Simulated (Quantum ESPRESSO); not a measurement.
Crystal: Co.

```
CELL_PARAMETERS angstrom
2.47200 0.00000 0.00000
-1.23600 2.14081 0.00000
0.00000 0.00000 4.02114
ATOMIC_POSITIONS crystal
Co 0.66667 0.33333 0.75000
Co 0.33333 0.66667 0.25000
```

Base run:

| Item | Value |
| --- | --- |
| Program | Quantum ESPRESSO 7.5 |
| Functional | PBEsol |
| Potentials or basis | GBRV 1.5 PBEsol |
| Cutoff | 762 eV |
| Density cutoff | 6095 eV |
| k mesh | 12 × 12 × 7 |
| Occupations | fermi-dirac, width 0.05 eV |
| Spin | collinear spin, ferromagnetic start |
| Starting moments | [2.0, 2.0] μB |
| Hubbard terms | Co d U = 2 eV |

Its results: band gap on the k mesh none (metal or under the smearing width); pressure -1.7 GPa; net moment 3.57 μB per cell; site moments Co +1.88 μB.

Question: The run is repeated on the same cell with these changes: hubbard terms from Co d U = 2 eV to Co d U = 1 eV. What comes out?

Answer: Band gap on the k mesh none (metal or under the smearing width); pressure -3.7 GPa; net moment 3.43 μB per cell; site moments Co +1.80 μB.

Caveats: the U is typed as a test and isn't derived for this compound.

Not every run made on this cell is shown here.
